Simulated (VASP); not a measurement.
# CaS (Fm-3m) in VASP: notebook

One crystal, CaS, is run at these levels: LDA; tasks: single point, relaxation of cell and atoms.

Everything below comes from runs of VASP 6.6.1. Logs are shortened: lines on timing, memory, paths and dates and some standing lists are left out, and cuts for length are marked.

## Step 1: The crystal as given

The structure is cubic, space group Fm-3m (No. 225). The conventional cell has a = 5.712 Å, b = 5.712 Å, c = 5.712 Å, α = 90.00°, β = 90.00°, γ = 90.00°. Around Ca (site symmetry m-3m) lie 6 S at 2.86 Å. S (site symmetry m-3m) has 6 Ca at 2.86 Å as nearest neighbours.

## Step 2: Single point, LDA (relaxed again under DFT LDA, scalar-relativistic, plane waves, PAW)

The input, INCAR:

```
SYSTEM = CaS
PREC = Accurate ; ENCUT = 520
EDIFF = 1E-6 ; ISMEAR = 0
SIGMA = 0.02 ; LREAL = .FALSE.
LASPH = .TRUE. ; NELM = 100
ALGO = Fast ; ISIF = 2
LWAVE = .FALSE. ; LCHARG = .FALSE.
NBANDS = 15
```

The input, KPOINTS:

```
regular mesh
0
G
  8 8 8
  0 0 0
```

The input, POSCAR:

```
CaS
1.0
    0.0000000000      2.7822621106      2.7822621106
    2.7822621106      0.0000000000      2.7822621106
    2.7822621106      2.7822621106      0.0000000000
Ca S
1 1
Direct
    0.0000000000      0.0000000000      0.0000000000
    0.5000000000      0.5000000000      0.5000000000
```

Potentials or basis: VASP PAW LDA potentials, release 64 (Ca_sv, S).

Command:

```console
$ cat potpaw_LDA.64/Ca_sv/POTCAR potpaw_LDA.64/S/POTCAR > POTCAR
$ mpirun -np 1 vasp_std > vasp.out
```

OUTCAR:

```text
SYSTEM = CaS
   PREC = Accurate
   ENCUT = 520
   EDIFF = 1E-6
   ISMEAR = 0
   LREAL = .FALSE.
   LASPH = .TRUE.
   NELM = 100
   ISIF = 2

 ion  position               nearest neighbor table
   1  0.000  0.000  0.000-   2 2.78   2 2.78   2 2.78   2 2.78   2 2.78   2 2.78
   2  0.500  0.500  0.500-   1 2.78   1 2.78   1 2.78   1 2.78   1 2.78   1 2.78

  LATTYP: Found a face centered cubic cell.
 ALAT       =     5.5645242212

  Lattice vectors:

 A1 = (   0.0000000000,   2.7822621106,   2.7822621106)
 A2 = (   2.7822621106,   0.0000000000,   2.7822621106)
 A3 = (   2.7822621106,   2.7822621106,   0.0000000000)

Analysis of symmetry for initial positions (statically):
=====================================================================
 Subroutine PRICEL returns:
 Original cell was already a primitive cell.

 Routine SETGRP: Setting up the symmetry group for a
 face centered cubic supercell.

 Subroutine GETGRP returns: Found 48 space group operations
 (whereof 48 operations were pure point group operations)
 out of a pool of 48 trial point group operations.

The static configuration has the point symmetry O_h .

Analysis of symmetry for dynamics (positions and initial velocities):
=====================================================================
 Subroutine PRICEL returns:
 Original cell was already a primitive cell.

 Routine SETGRP: Setting up the symmetry group for a
 face centered cubic supercell.

 Subroutine GETGRP returns: Found 48 space group operations
 (whereof 48 operations were pure point group operations)
 out of a pool of 48 trial point group operations.

The dynamic configuration has the point symmetry O_h .

 Subroutine INISYM returns: Found 48 space group operations
 (whereof 48 operations are pure point group operations),
 and found     1 'primitive' translations

----------------------------------------------------------------------------------------

                                     Primitive cell

  volume of cell :      43.0749

  direct lattice vectors                    reciprocal lattice vectors
     0.000000000  2.782262111  2.782262111    -0.179709884  0.179709884  0.179709884
     2.782262111  0.000000000  2.782262111     0.179709884 -0.179709884  0.179709884
     2.782262111  2.782262111  0.000000000     0.179709884  0.179709884 -0.179709884

  length of vectors
     3.934712811  3.934712811  3.934712811     0.311266649  0.311266649  0.311266649

  position of ions in fractional coordinates (direct lattice)
     0.000000000  0.000000000  0.000000000
     0.500000000  0.500000000  0.500000000

  ion indices of the primitive-cell ions
   primitive index   ion index
                 1           1
                 2           2

----------------------------------------------------------------------------------------

 KPOINTS: regular mesh

Automatic generation of k-mesh.
 Grid dimensions read from file:
 generate k-points for:    8    8    8

 Generating k-lattice:

  Cartesian coordinates                     Fractional coordinates (reciprocal lattice)
    -0.022463735  0.022463735  0.022463735     0.125000000  0.000000000  0.000000000
     0.022463735 -0.022463735  0.022463735     0.000000000  0.125000000  0.000000000
     0.022463735  0.022463735 -0.022463735     0.000000000  0.000000000  0.125000000

  Length of vectors
     0.038908331  0.038908331  0.038908331

  Shift w.r.t. Gamma in fractional coordinates (k-lattice)
     0.000000000  0.000000000  0.000000000

 Subroutine IBZKPT returns following result:
 ===========================================

 Found     29 irreducible k-points:

 Following reciprocal coordinates:
            Coordinates               Weight
  0.000000  0.000000  0.000000      1.000000
  0.125000  0.000000  0.000000      8.000000
  0.250000  0.000000  0.000000      8.000000
  0.375000  0.000000  0.000000      8.000000
  0.500000  0.000000  0.000000      4.000000
  0.125000  0.125000  0.000000      6.000000
[... 16 lines left out ...]
  0.500000  0.250000  0.125000     48.000000
 -0.375000  0.250000  0.125000     24.000000
 [... further k-points ...]
   k-points           NKPTS =     29   k-points in BZ     NKDIM =     29   number of bands    NBANDS=     15
   number of dos      NEDOS =    301   number of ions     NIONS =      2
   total plane-waves  NPLWV =  27000
   dimension x,y,z NGX =    30 NGY =   30 NGZ =   30
   dimension x,y,z NGXF=    60 NGYF=   60 NGZF=   60
   ions per type =               1   1
   NGX,Y,Z   is equivalent  to a cutoff of  12.68, 12.68, 12.68 a.u.
   NGXF,Y,Z  is equivalent  to a cutoff of  25.35, 25.35, 25.35 a.u.
 SYSTEM =  CaS
   PREC   = accura    normal or accurate (medium, high low for compatibility)
   ISTART =      0    job   : 0-new  1-cont  2-samecut
   ICHARG =      2    charge: 1-file 2-atom 10-const
   ISPIN  =      1    spin polarized calculation?
   LNONCOLLINEAR =      F non collinear calculations
   LSORBIT =      F    spin-orbit coupling
   LASPH  =      T    aspherical Exc in radial PAW
   ENCUT  =  520.0 eV  38.22 Ry    6.18 a.u.   7.32  7.32  7.32*2*pi/ulx,y,z
   NELM   =    100;   NELMIN=  2; NELMDL= -5     # of ELM steps
   EDIFF  = 0.1E-05   stopping-criterion for ELM
   LREAL  =      F    real-space projection
   EDIFFG = 0.1E-04   stopping-criterion for IOM
   NSW    =      0    number of steps for IOM
   IBRION =     -1    ionic relax: 0-MD 1-quasi-New 2-CG
   NFREE  =      0    steps in history (QN), initial steepest desc. (CG)
   ISIF   =      2    stress and relaxation
   ISYM   =      2    0-nonsym 1-usesym 2-fastsym
   POTIM  = 0.5000    time-step for ionic-motion
   TEBEG  =    0.0;   TEEND  =   0.0 temperature during run
   PSTRESS=    0.0 pullay stress
   NELECT =      16.0000    total number of electrons
   NUPDOWN=      -1.0000    fix difference up-down
   EMIN   =  10.00;   EMAX   =-10.00  energy-range for DOS
   EFERMI =   0.00;   METHOD = LEGACY
   ISMEAR =     0;   SIGMA  =   0.02  broadening in eV -4-tet -1-fermi 0-gaus
   EFERMI_NEDOS =   21; number of points for ismear=-14 and -15
   IALGO  =     68    algorithm
   IMIX   =      4    mixing-type and parameters
     AMIX     =   0.40;   BMIX     =  1.00
     AMIX_MAG =   1.60;   BMIX_MAG =  1.00
  volume/ion in A,a.u.               =      21.54       145.34
  Fermi-wavevector in a.u.,A,eV,Ry     =   1.176811  2.223851 18.842498  1.384885
  Thomas-Fermi vector in A             =   2.313169
   LORBIT       =      0    0 simple, 1 ext, 2 COOP (PROOUT), +10 PAW based schemes
   GGA     = CA    functional components
   LHFCALC =     F    Hartree Fock is set to
   AEXX    =    0.0000 exact exchange contribution
   IVDW    =     0    specifies the selected vdW correction
   LEPSILON=     F    determine dielectric tensor
   LRPA    =     F    only Hartree local field effects (RPA)
 non-spin polarized calculation
 RMM-DIIS sequential band-by-band and
 Gauss-broadening in eV      SIGMA  =   0.02
  energy-cutoff  :      520.00
  volume of cell :       43.07
 maximum number of plane-waves:      1211
 NGX is ok and might be reduce to    30
   NGX = 15   NGY = 15   NGZ = 15

 number of electron      15.9999997 magnetization

 Free energy of the ion-electron system (eV)
  ---------------------------------------------------
  ext. energy  EPLUGINS =         0.00000000
  ---------------------------------------------------
  free energy    TOTEN  =       -11.43353977 eV

  energy without entropy =      -11.43353977  energy(sigma->0) =      -11.43353977

 E-fermi :   3.2042     XC(G=0):  -9.9974

 val. band max:        3.0814847004   @ k =   0.0000   0.0000   0.0000
 cond. band min:       5.0431548297   @ k =   0.5000   0.5000   0.0000
 fundamental gap:      1.9616701293
 Fermi energy:         3.2042421282

 k-point     1 :       0.0000    0.0000    0.0000
  band No.  band energies     occupation
      1     -35.4356      2.00000
      2     -16.7223      2.00000
      3     -16.7223      2.00000
      4     -16.7223      2.00000
      5      -8.4516      2.00000
      6       3.0815      2.00000
      7       3.0815      2.00000
      8       3.0815      2.00000
      9       7.0137      0.00000
     10       7.0137      0.00000
     11       7.0137      0.00000
     12       7.4146      0.00000
     13       7.7192      0.00000
     14       7.7192      0.00000
     15      13.8666      0.00000

 k-point     2 :       0.1250    0.0000    0.0000
  band No.  band energies     occupation
      1     -35.4330      2.00000
      2     -16.7595      2.00000
      3     -16.7249      2.00000
      4     -16.7249      2.00000
      5      -8.3191      2.00000
      6       2.3459      2.00000
      7       2.8085      2.00000
      8       2.8085      2.00000
      9       7.0581      0.00000
     10       7.2684      0.00000
     11       7.2684      0.00000
     12       8.1905      0.00000
     13       8.1905      0.00000
     14       8.1991      0.00000
     15      14.1583      0.00000

 k-point     3 :       0.2500    0.0000    0.0000
  band No.  band energies     occupation
      1     -35.4266      2.00000
      2     -16.8472      2.00000
      3     -16.7313      2.00000
      4     -16.7313      2.00000
      5      -7.9819      2.00000
      6       1.0609      2.00000
      7       2.2888      2.00000
      8       2.2888      2.00000
      9       7.2100      0.00000
     10       7.9107      0.00000
     11       7.9107      0.00000
     12       9.3412      0.00000
     13       9.3412      0.00000
     14       9.5913      0.00000
     15      13.7140      0.00000
[... 343 lines left out ...]
 k-point    23 :       0.5000    0.2500    0.1250
  band No.  band energies     occupation
      1     -35.4168      2.00000
      2     -16.9023      2.00000
      3     -16.7883      2.00000
      4     -16.7525      2.00000
      5      -7.6057      2.00000
      6       0.3129      2.00000
      7       1.6054      2.00000
      8       1.8467      2.00000
      9       7.2197      0.00000
     10       8.9803      0.00000
     11       9.2595      0.00000
     12       9.4165      0.00000
     13      10.1212      0.00000
     14      11.7872      0.00000
     15      12.1384      0.00000

 k-point    24 :      -0.3750    0.2500    0.1250
  band No.  band energies     occupation
      1     -35.4147      2.00000
      2     -16.9202      2.00000
      3     -16.7928      2.00000
      4     -16.7592      2.00000
      5      -7.5102      2.00000
      6       0.1679      2.00000
      7       1.4007      2.00000
      8       1.7461      2.00000
      9       7.9679      0.00000
     10       8.3072      0.00000
     11       9.5792      0.00000
     12       9.9943      0.00000
     13      10.2779      0.00000
     14      11.2542      0.00000
     15      12.7427      0.00000

 [... further k-points ...]

------------------------ aborting loop because EDIFF is reached ----------------------------------------

  FORCE on cell =-STRESS in cart. coord.  units (eV):
  Direction    XX          YY          ZZ          XY          YZ          ZX
  --------------------------------------------------------------------------------------
  -------------------------------------------------------------------------------------
  Total        0.0605832      0.0605832      0.0605832      0.0000000      0.0000000     -0.0000000
  in kB        2.2534012      2.2534012      2.2534012      0.0000000      0.0000000     -0.0000000
  external PRESSURE =       2.2534012 kB  Pullay stress =       0.0000000 kB

 VOLUME and BASIS-vectors are now :
 -----------------------------------------------------------------------------
  energy-cutoff  :      520.00
  volume of cell :       43.07
      direct lattice vectors                 reciprocal lattice vectors
     0.000000000  2.782262111  2.782262111    -0.179709884  0.179709884  0.179709884
     2.782262111  0.000000000  2.782262111     0.179709884 -0.179709884  0.179709884
     2.782262111  2.782262111  0.000000000     0.179709884  0.179709884 -0.179709884

 POSITION                                       TOTAL-FORCE (eV/Angst)
 -----------------------------------------------------------------------------------
      0.00000      0.00000      0.00000         0.000000      0.000000      0.000000
      2.78226      2.78226      2.78226        -0.000000     -0.000000     -0.000000
 -----------------------------------------------------------------------------------
    total drift:                               -0.000000      0.000000      0.000000

  FREE ENERGIE OF THE ION-ELECTRON SYSTEM (eV)
  ---------------------------------------------------
  free  energy   TOTEN  =       -11.4335397671 eV

  energy  without entropy=      -11.4335397671  energy(sigma->0) =      -11.43353977
```

It took 12 s on 1 thread of Intel Xeon 6975P-C (Granite Rapids), shared host; peak memory 0.15 GiB.

Results:

```yaml
Free_energy: -11.4335 eV
Pressure: 0.2 GPa
Band_gap_on_the_k_mesh: 1.96 eV, indirect (least direct gap 2.83 eV)
```

## Step 3: Relaxation of cell and atoms, LDA

The input, INCAR:

```
ALGO = Normal
EDIFF = 1E-6
EDIFFG = -0.005
ENCUT = 600
GGA = CA
IBRION = 2
ISIF = 3
ISMEAR = 0
LASPH = T
LCHARG = F
LREAL = F
LWAVE = F
NELM = 100
NSW = 70
PREC = Accurate
SIGMA = 0.02
```

The input, KPOINTS:

```
k-points
0
Gamma
  8 8 8
```

The input, POSCAR:

```
CaS
1.0
    0.0000000000      2.8560320322      2.8560320322
    2.8560320322      0.0000000000      2.8560320322
    2.8560320322      2.8560320322      0.0000000000
Ca S
1 1
Direct
    0.0000000000      0.0000000000      0.0000000000
    0.5000000000      0.5000000000      0.5000000000
```

Potentials or basis: VASP PAW LDA potentials, release 64 (Ca_sv, S).

Command:

```console
$ cat potpaw_LDA.64/Ca_sv/POTCAR potpaw_LDA.64/S/POTCAR > POTCAR
$ mpirun -np 1 vasp_std > vasp.out
```

It took 15 s on 1 thread of Intel Xeon 6975P-C (Granite Rapids), shared host; peak memory 0.17 GiB.

The run converged. Its results:

```yaml
Free_energy: -11.4344 eV
Relaxed_volume: 21.63 Å³/atom
Relaxed_cell: a = 3.940 Å, b = 3.940 Å, c = 3.940 Å, α = 60.00°, β = 60.00°, γ = 60.00°
Space_group_after_relaxing_to_0.05_Å: Fm-3m (No. 225)
Energy_gained_by_relaxing: 23.8 meV/atom
Ionic_steps: 3
Pressure_after_relaxing: 0.0 GPa
Band_gap_on_the_k_mesh: 1.97 eV, indirect (least direct gap 2.84 eV)
```

The path:
```
step  energy change (eV)  largest force (eV/Å)  pressure (GPa)  volume (Å³)
   1              0.0000                0.0000           -4.29        46.59
   2             -0.0447                0.0000            1.23        42.51
   3             -0.0476                0.0000            0.01        43.26
```

Final structure:
```
Ca S
1.0
     0.00000    2.78617    2.78617
     2.78617    0.00000    2.78617
     2.78617    2.78617    0.00000
Ca S
1 1
Direct
  0.00000 0.00000 0.00000
  0.50000 0.50000 0.50000
```

Levels at points of the mesh, in eV from the valence-band top:
| k point | band 5 | band 6 | band 7 | band 8 | band 9 | band 10 | band 11 | band 12 |
| --- | --- | --- | --- | --- | --- | --- | --- | --- |
| (0.00, 0.00, 0.00) | -11.52 | 0.00 | 0.00 | 0.00 | 3.94 | 3.94 | 3.94 | 4.31 |
| (0.50, 0.00, 0.00) | -10.52 | -3.42 | -1.34 | -1.34 | 5.15 | 6.10 | 6.21 | 6.21 |
| (0.50, 0.50, 0.00) | -10.81 | -2.45 | -0.87 | -0.87 | 1.97 | 5.58 | 6.10 | 6.88 |

A k mesh can miss the band edges. LDA usually gives volumes a few per cent too small.
